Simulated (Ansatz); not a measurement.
**Nudged elastic band run: TiSi₁₆**

The input (input.yaml):

```yaml
crystal:
  lattice:
    - [0.0, 5.43, 5.43]
    - [5.43, 0.0, 5.43]
    - [5.43, 5.43, 0.0]
  atoms:
    - { symbol: Si, position: [0.0038586, -0.01174409, 0.00386117] }
    - { symbol: Si, position: [0.12813049, 0.12195022, 0.1281354] }
    - { symbol: Si, position: [-0.00479508, 0.0023286, 0.50108054] }
    - { symbol: Si, position: [0.12815458, 0.12174048, 0.62162964] }
    - { symbol: Si, position: [0.0038709, 0.50436234, 0.00387195] }
    - { symbol: Si, position: [0.12498194, 0.62516353, 0.12497686] }
    - { symbol: Si, position: [0.00391046, 0.50423309, 0.48794986] }
    - { symbol: Si, position: [0.12805431, 0.62946375, 0.62126775] }
    - { symbol: Si, position: [0.50107642, 0.00232809, -0.00479048] }
    - { symbol: Si, position: [0.62162857, 0.12173738, 0.12815909] }
    - { symbol: Si, position: [0.50110192, 0.00225849, 0.50110601] }
    - { symbol: Si, position: [0.62457572, 0.12594172, 0.62458009] }
    - { symbol: Si, position: [0.48795305, 0.50423099, 0.0039104] }
    - { symbol: Si, position: [0.62126773, 0.62946259, 0.12805787] }
    - { symbol: Si, position: [0.5010611, 0.49659501, 0.50106448] }
    - { symbol: Si, position: [0.62117398, 0.62936989, 0.62117149] }
    - { symbol: Ti, position: [0.87474589, 0.37562029, 0.87474517] }
basis:
  ecutwfc: 420.0
kpoints:
  mp_grid: { grid: [2, 2, 2] }
hamiltonian:
  xc: pbe
  pseudopotentials: { kind: paw, azcp: { folder: soft_1 } }
scf:
  occupations: { method: fermi_dirac, width: 0.05 }
  lower_state_search: "off"
neb:
  images: 5
  f_tol: 0.05
  initial_path: idpp
  max_iterations: 35
  final_atoms:
    - { symbol: Si, position: [0.00161456, -0.00047246, -0.000849] }
    - { symbol: Si, position: [0.1249121, 0.1231461, 0.12288463] }
    - { symbol: Si, position: [0.00370939, 0.00417725, 0.49577049] }
    - { symbol: Si, position: [0.12482106, 0.12329211, 0.6284888] }
    - { symbol: Si, position: [0.00369625, 0.49602768, 0.00406728] }
    - { symbol: Si, position: [0.12487827, 0.62887476, 0.12294003] }
    - { symbol: Si, position: [0.00371689, 0.49623856, 0.49584764] }
    - { symbol: Si, position: [0.1365681, 0.62114936, 0.62116967] }
    - { symbol: Si, position: [0.49798357, 0.00297945, 0.00288241] }
    - { symbol: Si, position: [0.63096569, 0.12308602, 0.12266401] }
    - { symbol: Si, position: [0.49789757, 0.00330334, 0.49548431] }
    - { symbol: Si, position: [0.62132185, 0.1371556, 0.62057037] }
    - { symbol: Si, position: [0.49794941, 0.49593665, 0.00300287] }
    - { symbol: Si, position: [0.62148654, 0.6207095, 0.13696731] }
    - { symbol: Si, position: [0.49935119, 0.50026627, 0.50009185] }
    - { symbol: Si, position: [0.62124096, 0.62091035, 0.62065585] }
    - { symbol: Ti, position: [0.75072111, 0.74982031, 0.74953235] }
  order_check: true
```

Launched with:

```bash
$ ansatz run input.yaml --threads 1 --pin off --max-ram 3072MiB --backend cpu --events-out ev --progress --plain --runs-dir out
```

Output, in part (warnings, iteration lines):

```
NEB end point (image 0): max|allowed force component| = 2.946e-2 eV/Å (the criterion of neb.relax_end_points is 1.000e-2)
NEB end point (image 6): max|allowed force component| = 2.965e-2 eV/Å (the criterion of neb.relax_end_points is 1.000e-2)
NEB iter   1: max|band force component| = 3.805e0 eV/Å  barrier→ = 2.5082 eV  barrier← = 2.5079 eV  Δτ_max = 0.1252 Å  (68 SCF iters)
NEB iter   2: max|band force component| = 1.039e0 eV/Å  barrier→ = 1.8900 eV  barrier← = 1.8898 eV  Δτ_max = 0.1463 Å  (37 SCF iters)
NEB iter   3: max|band force component| = 6.806e-1 eV/Å  barrier→ = 1.7620 eV  barrier← = 1.7617 eV  Δτ_max = 0.0792 Å  (35 SCF iters)
NEB iter   4: max|band force component| = 7.136e-2 eV/Å  barrier→ = 1.7319 eV  barrier← = 1.7316 eV  CI = image 3  Δτ_max = 0.1188 Å  (35 SCF iters)
NEB iter   5: max|band force component| = 1.360e-1 eV/Å  barrier→ = 1.7254 eV  barrier← = 1.7251 eV  CI = image 3  Δτ_max = 0.0532 Å  (32 SCF iters)
NEB iter   6: max|band force component| = 2.391e-2 eV/Å  barrier→ = 1.7204 eV  barrier← = 1.7202 eV  CI = image 3  Δτ_max = 0.0000 Å  (236 SCF iters)
```

The run converged. By the program's own check the climbing image is a first-order saddle point (lowest curvatures found: -4.42 and 0.23 eV/Å²). Limits of this set-up: coarse k mesh.

Final band (atoms are numbered from 1 in the order of the input):

| image | path coordinate (Å) | energy (eV) | Si1–Ti17 (Å) | Si2–Ti17 (Å) | Si4–Ti17 (Å) |
| --- | --- | --- | --- | --- | --- |
| 0 | 0.00 | 0.00 | 2.43 | 2.75 | 2.75 |
| 1 | 0.54 | 0.13 | 2.40 | 2.84 | 2.83 |
| 2 | 1.09 | 1.02 | 2.67 | 3.12 | 3.11 |
| 3 | 1.63 | 1.72 | 3.20 | 3.51 | 3.50 |
| 4 | 2.17 | 1.02 | 3.77 | 3.94 | 3.93 |
| 5 | 2.72 | 0.13 | 4.31 | 4.33 | 4.32 |
| 6 | 3.26 | 0.00 | 4.70 | 4.49 | 4.50 |

The run took 8 min on 1 thread of Arm Neoverse V1, on a shared host, peak memory 0.89 GiB.
